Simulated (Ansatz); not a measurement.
# Honeycomb ZnS monolayer in a perpendicular field

Wanted: the out-of-plane response of the honeycomb ZnS monolayer. A positive field points along +c.

Calculated with Ansatz 0.2.0; plane-wave DFT, PBE-D3(BJ), Ansatz PAW.

## Step 1: Starting point

The cell holds 2 atoms: 1 S and 1 Zn. Its edges and angles: a = 3.890 Å, b = 3.890 Å, c = 31.000 Å, α = 90.0°, β = 90.0°, γ = 120.0°. Vacuum lies along c.

## Step 2: Relaxing the slab

The starting cell is a guess, so the in-plane lattice and the atoms are relaxed first, with the slab cut off from its images along the normal.

The input, input.yaml:

```yaml
crystal:
  lattice:
    - [3.89, 0.0, 0.0]
    - [-1.945, 3.3688388207, 0.0]
    - [0.0, 0.0, 31.0]
  atoms:
    - { symbol: S, position: [0.6666666667, 0.3333333333, 0.5] }
    - { symbol: Zn, position: [0.3333333333, 0.6666666667, 0.5] }
  periodic: [true, true, false]
kpoints:
  mp_grid: { grid: [12, 12, 1] }
hamiltonian:
  xc: pbe
  dispersion: d3bj
scf:
  occupations: { method: fermi_dirac, width: 0.05 }
  convergence: { dr2_threshold: 1.0e-09 }
relax:
  f_tol: 0.004
  max_steps: 90
  cell: {}
output:
  write_potential: true
  write_density: true
  volumetric_format: npy
```

Started as:

```console
ansatz run input.yaml --threads 2 --pin off --max-ram 3072MiB --backend cpu --events-out ev --progress --plain --runs-dir out
```

Numbers of over 12 decimals in the logs are rounded to 6 here.

What it wrote:

```text
Warning: relax.cell: scf.convergence.dr2_threshold = 1e-9 eV is looser than the 2e-10 eV advised for a relaxation that steers and ends on the stress (1e-10 eV for each atom of the cell: 2). What an SCF threshold leaves in a stress goes as its square root, and in the free energy as the threshold itself, and one threshold admits the most on a small cell: [figures from the program's tests cut] Set scf.convergence.dr2_threshold to 2e-10 eV or tighter. The threshold is an SCF's pass mark: one that does not reach it within its budget of iterations ends unconverged, or closes short of it on a stop that the run arms, and scf.convergence.dr2_threshold's page says what that costs each kind of run
Engine: ansatz 0.2.0, x86_64-unknown-linux-gnu
Pseudopotentials: kind: paw
Pseudopotential: S, paw, valence charge 6, recommended cutoff 420 eV (normal), S.paw.azcp
Pseudopotential: Zn, paw, valence charge 12, recommended cutoff 420 eV (normal), Zn.paw.azcp
Functional definition: PBE
  parameter kappa = 0.804
  parameter beta = 0.066725
  exchange = pbe_x(kappa = kappa, mu = beta*pi^2/3)
  correlation = pbe_c(beta = beta)
Crystal: 2 atoms, lattice volume = 406.248 Å³
Basis set: ecut = 420 eV, 7999 PW (Γ), exchange–correlation on 54×54×432 points (8 copies of the dense FFT grid, shifted against one another)
Bands: 13, of which v1, the nominal top of the filled ones, is band 9 counted from 1 (8 counted from 0)
Symmetry: 12 space group operations
Space group: P-6m2 (ITA 187), of the structure as read, at distance tolerance 7.4e-5 Å
k-points: 19 of 144 (time reversal used)
Non-local potential: S, projectors of the file, l = 0: 2, l = 1: 2, l = 2: 2
Non-local potential: Zn, projectors of the file, l = 0: 2, l = 1: 2, l = 2: 3, l = 3: 1
PAW form: soft (Blöchl's): semilocal exchange-correlation on the pseudo side does not see the compensation charge
PAW one-centre angular grid: S, 110 points (default); XC on 64 Gauss nodes
PAW one-centre angular grid: Zn, 590 points (default); XC on 64 Gauss nodes
Initial density: superposition of atomic densities (neutral atoms: chi_scale 0, normalization atom), corrected by the library's trained network
Initial wavefunctions: pseudopotential atomic-orbital guess
Functional: x = pbe(κ = 0.804, μ = 0.219515), c = pbe(β = 0.066725)
SCF iter   1: F=—  HF=-4222.533136 eV  |F-HF|=—  |Δ(HF+E_count)|=         —  Δρ=7.03e-4  dr2=2.13e-3  ethr=1.77e-3  ⟨swp⟩=9.8  Hψ=2172  notcnv=0
preconditioner: auto → none  [insulator: Δε(μ)=2.526 eV  Ē_g=11.150 eV  σ=0.050 eV  W_gap=1.00  n_scr=16 (ndim 8)  ℏωp=7.8 eV  f_vac=0.850  D(μ)=0.00/eV (n_scr^D=0)  ε∞_Penn≈1.5]
SCF iter   2: F=—  HF=-4222.535905 eV  |F-HF|=—  |Δ(HF+E_count)|=   2.77e-3  Δρ=3.27e-4  dr2=3.14e-4  ethr=1.18e-5  ⟨swp⟩=3.5  Hψ=863  notcnv=0
SCF iter   3: F=—  HF=-4222.536526 eV  |F-HF|=—  |Δ(HF+E_count)|=   6.22e-4  Δρ=2.09e-4  dr2=1.19e-4  ethr=1.75e-6  ⟨swp⟩=2.2  Hψ=475  notcnv=0
SCF iter   4: F=—  HF=-4222.536662 eV  |F-HF|=—  |Δ(HF+E_count)|=   1.35e-4  Δρ=5.04e-5  dr2=9.75e-6  ethr=6.59e-7  ⟨swp⟩=3.1  Hψ=587  notcnv=0
SCF iter   5: F=—  HF=-4222.536701 eV  |F-HF|=—  |Δ(HF+E_count)|=   3.94e-5  Δρ=2.15e-5  dr2=3.26e-6  ethr=5.41e-8  ⟨swp⟩=2.5  Hψ=520  notcnv=0
SCF iter   6: F=—  HF=-4222.536705 eV  |F-HF|=—  |Δ(HF+E_count)|=   4.28e-6  Δρ=3.14e-6  dr2=2.05e-8  ethr=1.81e-8  ⟨swp⟩=2.2  Hψ=431  notcnv=0
SCF iter   7: F=—  HF=-4222.536729 eV  |F-HF|=—  |Δ(HF+E_count)|=   2.33e-5  Δρ=6.56e-7  dr2=2.27e-9  ethr=1.14e-10  ⟨swp⟩=3.4  Hψ=584  notcnv=0
SCF iter   8: F=-4222.536729 eV  HF=-4222.536729 eV  |F-HF|=2.41e-10  |Δ(HF+E_count)|=   4.67e-9  Δρ=8.48e-8  dr2=2.69e-11  ethr=5.56e-12  ⟨swp⟩=10.2  Hψ=1713  notcnv=0
SCF 1 converged in 8 iterations: F = -4222.536729 eV  dr2 = 2.69e-11
  greatest PAW one-centre occupation: 0.986 electrons in one spin orbital (limit 2), on the Zn atom at site 1 (counted from 0), in its partial waves of l = 2
relax step   1: F+E_penalty+E_count = -4222.53672853 eV  Δ(F+E_penalty+E_count) = +0.000e0 eV  max|allowed force component| = 1.943e-16 eV/Å  Δτ_max = 0.0000 Å  P = -0.466 N/m  Ω = 406.248 Å³  fix = [c, alpha, beta]  reactions: c -0.000 N/m  (8 SCF iters, accepted)
Crystal: 2 atoms, lattice volume = 404.460 Å³
Basis set: ecut = 420 eV, 7951 PW (Γ), exchange–correlation on 54×54×432 points (8 copies of the dense FFT grid, shifted against one another)
Initial density: handed on by an earlier stage of this run
Initial wavefunctions: those handed on with the density
iter 1 solved again at ethr=2.30e-7 eV; its pass at ethr=3.10e-3 eV (dr2=4.15e-5 eV) is discarded
SCF iter   1: F=—  HF=-4222.538125 eV  |F-HF|=—  |Δ(HF+E_count)|=         —  Δρ=1.31e-4  dr2=6.77e-5  ethr=2.30e-7  ⟨swp⟩=3.3  Hψ=2034  notcnv=0
preconditioner: auto → none  [insulator: Δε(μ)=2.567 eV  Ē_g=11.207 eV  σ=0.050 eV  W_gap=1.00  n_scr=16 (ndim 8)  ℏωp=7.8 eV  f_vac=0.847  D(μ)=0.00/eV (n_scr^D=0)  ε∞_Penn≈1.5]
SCF iter   2: F=—  HF=-4222.538108 eV  |F-HF|=—  |Δ(HF+E_count)|=   1.73e-5  Δρ=4.15e-5  dr2=8.13e-6  ethr=2.30e-7  ⟨swp⟩=2.0  Hψ=418  notcnv=0
SCF iter   3: F=—  HF=-4222.538103 eV  |F-HF|=—  |Δ(HF+E_count)|=   4.52e-6  Δρ=3.51e-5  dr2=2.69e-6  ethr=4.52e-8  ⟨swp⟩=2.6  Hψ=493  notcnv=0
SCF iter   4: F=—  HF=-4222.538104 eV  |F-HF|=—  |Δ(HF+E_count)|=   5.91e-7  Δρ=9.59e-6  dr2=5.14e-7  ethr=1.50e-8  ⟨swp⟩=2.6  Hψ=440  notcnv=0
SCF iter   5: F=—  HF=-4222.538127 eV  |F-HF|=—  |Δ(HF+E_count)|=   2.34e-5  Δρ=2.31e-6  dr2=2.52e-8  ethr=2.86e-9  ⟨swp⟩=2.2  Hψ=359  notcnv=0
SCF iter   6: F=-4222.538127 eV  HF=-4222.538127 eV  |F-HF|=5.46e-12  |Δ(HF+E_count)|=  3.82e-11  Δρ=3.05e-7  dr2=5.22e-10  ethr=5.56e-12  ⟨swp⟩=9.2  Hψ=2034  notcnv=0
SCF 2 converged in 6 iterations: F = -4222.538127 eV  dr2 = 5.22e-10
relax step   2: F+E_penalty+E_count = -4222.53812749 eV  Δ(F+E_penalty+E_count) = -1.399e-3 eV  max|allowed force component| = 2.405e-16 eV/Å  Δτ_max = 0.0000 Å  P = -0.271 N/m  Ω = 404.460 Å³  energy of the carried Pulay correction = +6.993e-5 eV  fix = [c, alpha, beta]  reactions: c -0.000 N/m  (6 SCF iters, accepted)
Crystal: 2 atoms, lattice volume = 401.995 Å³
Basis set: ecut = 420 eV, 7903 PW (Γ), exchange–correlation on 54×54×432 points (8 copies of the dense FFT grid, shifted against one another)
iter 1 solved again at ethr=4.57e-7 eV; its pass at ethr=3.10e-3 eV (dr2=8.22e-5 eV) is discarded
SCF iter   1: F=—  HF=-4222.538901 eV  |F-HF|=—  |Δ(HF+E_count)|=         —  Δρ=1.85e-4  dr2=1.33e-4  ethr=4.57e-7  ⟨swp⟩=3.3  Hψ=2025  notcnv=0
preconditioner: auto → none  [insulator: Δε(μ)=2.602 eV  Ē_g=11.235 eV  σ=0.050 eV  W_gap=1.00  n_scr=16 (ndim 8)  ℏωp=7.9 eV  f_vac=0.847  D(μ)=0.00/eV (n_scr^D=0)  ε∞_Penn≈1.5]
SCF iter   2: F=—  HF=-4222.538866 eV  |F-HF|=—  |Δ(HF+E_count)|=   3.55e-5  Δρ=5.79e-5  dr2=1.57e-5  ethr=4.57e-7  ⟨swp⟩=2.0  Hψ=418  notcnv=0
SCF iter   3: F=—  HF=-4222.538861 eV  |F-HF|=—  |Δ(HF+E_count)|=   5.17e-6  Δρ=4.96e-5  dr2=5.32e-6  ethr=8.70e-8  ⟨swp⟩=2.5  Hψ=455  notcnv=0
SCF iter   4: F=—  HF=-4222.538862 eV  |F-HF|=—  |Δ(HF+E_count)|=   8.63e-7  Δρ=1.36e-5  dr2=9.94e-7  ethr=2.95e-8  ⟨swp⟩=2.6  Hψ=461  notcnv=0
SCF iter   5: F=—  HF=-4222.538884 eV  |F-HF|=—  |Δ(HF+E_count)|=   2.20e-5  Δρ=3.22e-6  dr2=4.77e-8  ethr=5.52e-9  ⟨swp⟩=2.2  Hψ=369  notcnv=0
SCF iter   6: F=—  HF=-4222.538884 eV  |F-HF|=—  |Δ(HF+E_count)|=  2.43e-10  Δρ=4.28e-7  dr2=1.10e-9  ethr=2.65e-10  ⟨swp⟩=2.2  Hψ=435  notcnv=0
SCF iter   7: F=-4222.538884 eV  HF=-4222.538884 eV  |F-HF|=1.64e-11  |Δ(HF+E_count)|=  2.26e-10  Δρ=4.87e-8  dr2=1.05e-11  ethr=5.56e-12  ⟨swp⟩=10.2  Hψ=1805  notcnv=0
SCF 3 converged in 7 iterations: F = -4222.538884 eV  dr2 = 1.05e-11
relax step   3: F+E_penalty+E_count = -4222.53888359 eV  Δ(F+E_penalty+E_count) = -7.561e-4 eV  max|allowed force component| = 5.736e-16 eV/Å  Δτ_max = 0.0000 Å  P = +0.007 N/m  Ω = 401.995 Å³  energy of the carried Pulay correction = +1.669e-4 eV  fix = [c, alpha, beta]  reactions: c +0.000 N/m  (7 SCF iters, accepted)
Initial wavefunctions: pseudopotential atomic-orbital guess (no wavefunctions were taken with the density)
iter 1 solved again at ethr=1.22e-6 eV; its pass at ethr=3.10e-3 eV (dr2=2.20e-4 eV) is discarded
SCF iter   1: F=—  HF=-4222.538694 eV  |F-HF|=—  |Δ(HF+E_count)|=         —  Δρ=5.70e-6  dr2=3.58e-8  ethr=1.22e-6  ⟨swp⟩=4.4  Hψ=3217  notcnv=0
eigensolver tolerance schedule: the retry pair's looser diagonalisation over-reported the residual by 6139.20 of it (diagonalisation noise at an unbounded share of the residual, at the tolerance the schedule requests for it); recorded, not acted on — ethr = c·dr2/N_el stays at c = 1.0e-1
preconditioner: auto → none  [insulator: Δε(μ)=2.598 eV  Ē_g=11.234 eV  σ=0.050 eV  W_gap=1.00  n_scr=16 (ndim 8)  ℏωp=7.9 eV  f_vac=0.847  D(μ)=0.00/eV (n_scr^D=0)  ε∞_Penn≈1.5]
SCF iter   2: F=—  HF=-4222.538716 eV  |F-HF|=—  |Δ(HF+E_count)|=   2.23e-5  Δρ=6.62e-6  dr2=7.76e-8  ethr=1.99e-10  ⟨swp⟩=4.7  Hψ=778  notcnv=0
SCF iter   3: F=—  HF=-4222.538716 eV  |F-HF|=—  |Δ(HF+E_count)|=   1.03e-8  Δρ=1.59e-6  dr2=6.85e-9  ethr=1.99e-10  ⟨swp⟩=2.0  Hψ=393  notcnv=0
SCF iter   4: F=—  HF=-4222.538716 eV  |F-HF|=—  |Δ(HF+E_count)|=   5.74e-9  Δρ=5.76e-7  dr2=1.12e-9  ethr=3.81e-11  ⟨swp⟩=2.8  Hψ=473  notcnv=0
SCF iter   5: F=-4222.538716 eV  HF=-4222.538716 eV  |F-HF|=4.46e-11  |Δ(HF+E_count)|=  2.65e-10  Δρ=1.57e-7  dr2=3.54e-11  ethr=5.56e-12  ⟨swp⟩=13.7  Hψ=2130  notcnv=0
SCF 4 converged in 5 iterations: F = -4222.538716 eV  dr2 = 3.54e-11
relax step   4: F+E_penalty+E_count = -4222.53871635 eV  Δ(F+E_penalty+E_count) = +1.672e-4 eV  max|allowed force component| = 6.014e-16 eV/Å  Δτ_max = 0.0000 Å  P = +0.007 N/m  Ω = 401.995 Å³  fix = [c, alpha, beta]  reactions: c +0.000 N/m  stress off target by 7.49e-3 N/m on what of the cell is left free  SCF on the basis re-selected at this cell (its energy is not comparable with the rows above)  (5 SCF iters)
basis re-selected at this cell: Δ(F+E_penalty+E_count) = +1.672e-4 eV, ΔP = +0.000 N/m vs the last step (what re-selecting the basis moved, of the pressure what is left beyond the Pulay correction that the steps carried, after the strain that the cell walked since its last selection, with what the two solves' SCF thresholds leave and, on support functions, any second-order correction that the steps lacked; it is no m [...]
WARN: The input density's exchange-correlation potential varies sharply where the density is thin. Do not read a vacuum level from v_tot or v_xc, or from such a field of the output density. On a cell that repeats whose density bears no net charge and no dipole along the vacuum's axis use v_es (v_loc + v_h of the components); under efield.dipole_correction with no amplitude use v_es + v_field, which holds any external [...]
SCF converged after 5 iterations
Free energy (F): -4222.538716 eV
Harris-Foulkes:  -4222.538716 eV  (|F-HF|=4.46e-11)
Internal energy: -4222.538716 eV  (E = F + TS)
E sigma→0 (E₀):  -4222.538716 eV
Fermi energy:    -4.694882 eV
--- Per-component energies (eV) ---
  E_band       = -200.436694
  E_kinetic    = 237.536802
  E_local      = -18210.822953  (includes V_loc(G=0)·N_el)
  E_nonlocal   = 641.911253
  E_hartree    = 8835.298215
  E_xc         = -233.825771
  E_vxc        = -138.647060  (∫ρ·V_xc dr)
  E_paw        = -2427.752091  (= ΣΔE_a)
  E_vpaw       = -401.010776  (= ΣTr[D̂ρ^β])
  E_aug_tail   = -0.000365  (compensation charges beyond the density's cutoff)
  E_ewald      = 6935.374719
  E_disp       = -0.258526  (pairwise vdW)
  E_smearing   = -0.000000  (= −TS)
  E_closure    = -0.000000  (closes the sum)
  Σ components = -4222.538716   (vs F -4222.538716, Δ=0.00e0)
--- Forces (eV/Å), atoms counted from 1 ---
  atom   1  S      0.00000000    -0.00000000     0.00000000
  atom   2  Zn    -0.00000000     0.00000000    -0.00000000
  max |Σ_I F_I| component: 4.26e-16 eV/Å
--- 2D stress c σ (N/m, compression-positive) ---
        0.007492       0.000000      -0.000000
        0.000000       0.007492       0.000000
       -0.000000       0.000000       0.000000
  P = ½ c Tr σ = 0.0075 N/m
--- Band table (eV; the first three rows and the last of 19) ---
  k-point 0: bands = [... 5 lower, -11.5623, -7.6499, -6.0235, -6.0235, -3.4254, -0.5210 (-0.5212°), -0.4249, 0.2983]
  k-point 1: bands = [... 5 lower, -11.5590, -7.5780, -6.5125, -6.1479, -2.9926, -0.4145 (-0.4148°), -0.3748, 0.3909]
  k-point 2: bands = [... 5 lower, -11.5499, -7.4694, -7.3735, -6.4646, -2.2730, -0.2813 (-0.2814°), -0.1665, 0.6164]
  k-point 18: bands = [... 5 lower, -11.2812, -10.0225, -9.0755, -6.1351, -1.1485, 0.5312, 1.6181, 2.6717]
  ° read free of the cell's end (the report's vacuum.weakly_bound_levels)
--- Relaxed structure (3 steps of the walk, 3 accepted, 1 SCFs on fresh bases) ---
  F+E_penalty+E_count = -4222.53871635 eV   max|allowed force component| = 6.014e-16 eV/Å   (the final SCF, on the basis selected at the relaxed cell)
  cell:  # Å, volume = 401.9950 Å³
    - [3.869583, -1.1333803163040592e-18, 0]
    - [-1.934791, 3.351157, 0]
    - [0, 0, 31.0]
  atoms:
    - { symbol: S, position: [0.666667, 0.333333, 0.5] }
    - { symbol: Zn, position: [0.333333, 0.666667, 0.5] }
```

It took 12 s on 2 threads of Intel Xeon Platinum 8559C (Emerald Rapids), shared host; peak memory 0.63 GiB; 23 s of CPU time.

Relaxation path:

```csv
step,energy less that of the first step (eV),largest force component (eV/Å),volume (Å³)
1,0.0000,0.0000,406.25
2,-0.0014,0.0000,404.46
3,-0.0022,0.0000,401.99
4*,-0.0020,0.0000,401.99
```

Relaxation steps marked * repeat the geometry before them on a plane-wave basis chosen anew for their cell, so energy and pressure can jump there.

The run keeps the 12 symmetry operations that it works with, so distortions that break them were not tested.

```csv
cell as run,before,after,change
a (Å),3.890,3.870,-0.5 %
b (Å),3.890,3.870,-0.5 %
```

The relaxed structure:

```xyz
2
Lattice="3.8696 0.0000 0.0000 -1.9348 3.3512 0.0000 0.0000 0.0000 31.0000" Properties=species:S:1:pos:R:3
S     1.9348    1.1171   15.5000
Zn    0.0000    2.2341   15.5000
```

Numbers from this step:

```yaml
gap_on_the_k_mesh: 2.598 eV
```

The lattice constant a goes from 3.890 to 3.870 Å.

[end of part 1 of 2]

[Logs are printed without paths, hosts, clocks, repeated set-up lines and the standing remarks that a program may print on its own settings, such as how far it seeks lower states.]

[Hosts, paths, dates, database ids (printed as entryN), source tags and the programs' standing remarks are cut or masked in the printed files.]

[Maps of the electrostatic potential energy from Ansatz leave out the sawtooth potential of an applied field or a dipole correction, so their vacuum need not be flat; planar profiles and work functions include it.]
